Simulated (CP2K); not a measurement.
Runs of CP2K 2026.2 on In. It takes space group P6_3/mmc (No. 194, hexagonal). The conventional cell has a = 3.335 Å, b = 3.335 Å, c = 5.509 Å, α = 90.00°, β = 90.00°, γ = 120.00°. Around In (site symmetry -6m2) lie 12 In at 3.34 to 3.36 Å. This isn't the form of In at room conditions, which is tetragonal.

```tsv
level	potentials or basis	smearing	EPS_DEFAULT	NGRIDS	basis sets	potentials	points a segment of the path (NPOINTS)	gap on the mesh (eV)	pressure (GPa)
PBEsol	POTENTIAL_UZH In GTH-PBE-q13; TZVP-MOLOPT-PBE-GTH basis	fermi-dirac 0.01 eV	1.0E-10	4	In TZVP-MOLOPT-PBE-GTH-q13	In GTH-PBE-q13 of POTENTIAL_UZH	8	none	-1.2
LDA	GTH_POTENTIALS In GTH-PADE-q13; TZVP-MOLOPT-PBE-GTH basis	fermi-dirac 0.05 eV	1.0E-9	5	In TZVP-MOLOPT-PBE-GTH-q13	In GTH-PADE-q13 of GTH_POTENTIALS	10	none	(b)
PBE	POTENTIAL_UZH In GTH-PBE-q13; TZVP-MOLOPT-PBE-GTH basis	fermi-dirac 0.01 eV	1.0E-9	5	In TZVP-MOLOPT-PBE-GTH-q13	In GTH-PBE-q13 of POTENTIAL_UZH	8	none	1.6
r2SCAN	POTENTIAL_UZH In GTH-SCAN-q13; TZVP-MOLOPT-SCAN-GTH basis	fermi-dirac 0.0259 eV	1.0E-9	4	In TZVP-MOLOPT-SCAN-GTH-q13	In GTH-SCAN-q13 of POTENTIAL_UZH	10	none	0.0
PBE	POTENTIAL_UZH In GTH-PBE-q13; TZVP-MOLOPT-PBE-GTH basis	fermi-dirac 0.0259 eV	1.0E-10	5	In TZVP-MOLOPT-PBE-GTH-q13	In GTH-PBE-q13 of POTENTIAL_UZH	6	none	(a)
```

Alike in all rows: task band structure; no spin polarisation; cell as given; k mesh 9 × 9 × 5.

Q: Fill in the values left out.

A: (a) 1.7; (b) -2.6.

Caveats: spin-orbit coupling is left out, which moves the levels of the heavy elements; the basis of atomic orbitals isn't converged, which shifts pressures, moduli and gaps; the potentials were made for another functional, which shifts forces and pressure (some runs).

A k mesh can miss the band edges, and the runs leave out spin-orbit coupling on In.

A gap of «none» marks a metal or a gap under the smearing width.
